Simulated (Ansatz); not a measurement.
Six crystals in the simple cubic structure, computed with PBE in Ansatz (plane waves, PAW datasets (generated soft set 1); cutoff 420 eV), no spin polarisation, no spin–orbit coupling, Fermi–Dirac smearing of 0.061 eV, k-spacing 0.06 Å⁻¹.

(1) Rank them by bulk modulus, stiffest first.
A. C
B. W
C. Na
D. K
E. Mg
F. Si

Results:

(1) A (329 GPa), B (214 GPa), F (101 GPa), E (23 GPa), C (6.2 GPa), D (2.8 GPa).

Model structures, not the usual forms at ambient conditions (metastable or hypothetical): Mg, Na, K, W, Si, C.
